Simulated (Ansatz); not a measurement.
MgO (P6_3mc) at 2 levels of theory

One geometry, relaxed with PBE; plane waves with PAW potentials in Ansatz, scalar-relativistic. No spin polarisation. Gaps are the least over mesh and band path; pressure is positive in compression.

```
Mg O
1.0
     3.31508    0.00000    0.00000
    -1.65754    2.87094    0.00000
     0.00000    0.00000    5.11824
Mg O
2 2
Direct
  0.33333 0.66667 0.00619
  0.66667 0.33333 0.50619
  0.33333 0.66667 0.39841
  0.66667 0.33333 0.89841
```

```json
{"level": "PBE", "cutoff (eV)": "420", "k mesh": "12×12×6", "gap (eV)": "3.41", "pressure (GPa)": "0.0"}
```

What comes out on the same cell with PBEsol?

| level | cutoff (eV) | k mesh | gap (eV) | pressure (GPa) |
| --- | --- | --- | --- | --- |
| PBEsol | 420 | 12×12×6 | 3.28 | -2.8 |

Another cell of MgO relaxed alike, in P6_3/mmc, lies 33 meV/atom lower, so this cell isn't the stable form at this level.

It was relaxed from a Materials Project cell.
